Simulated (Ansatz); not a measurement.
Crystal: Sn.

```
CELL_PARAMETERS angstrom
-2.94014 2.94014 1.59930
2.94014 -2.94014 1.59930
2.94014 2.94014 -1.59930
ATOMIC_POSITIONS crystal
Sn 0.00000 0.00000 0.00000
Sn 0.75000 0.25000 0.50000
```

| Property | Result |
| --- | --- |
| Program | Ansatz 0.2.0 |
| Task | relaxation of cell and atoms |
| Functional | RPBE |
| Dispersion | D4 |
| Potentials or basis | Ansatz PAW |
| Cutoff | 420 eV (not typed: the program's choice for these potentials) |
| k mesh | 9 × 9 × 9 |
| Occupations | fermi-dirac, width 0.05 eV |
| Spin | no spin polarisation |

At the start: volume 27.65 Å³/atom.

Task: Where does the relaxation end?

Result: It ends after 5 steps and the volume is 26.91 Å³/atom (-2.7 %); space group I4_1/amd (No. 141, to 0.05 Å).

Step by step:
| step | energy change (eV) | largest force (eV/Å) | volume (Å³) |
| --- | --- | --- | --- |
| 1 | 0.0000 | 0.0000 | 55.30 |
| 2 | -0.0062 | 0.0000 | 53.29 |
| 3 | -0.0070 | 0.0000 | 53.85 |
| 4 | -0.0070 | 0.0000 | 53.83 |
| 5 | -0.0067 | 0.0000 | 53.83 |

Final structure:
```
Sn
1.0
    -2.91802    2.91802    1.58047
     2.91802   -2.91802    1.58047
     2.91802    2.91802   -1.58047
Sn
2
Direct
  0.00000 0.00000 0.00000
  0.75000 0.25000 0.50000
```

Caveat: the plane-wave basis is chosen anew once the cell has moved, so the energies of steps on either side of that aren't comparable; the PAW data sets come from PBE, with cores solved anew for the run's functional, which leaves a small shift of forces and pressure.
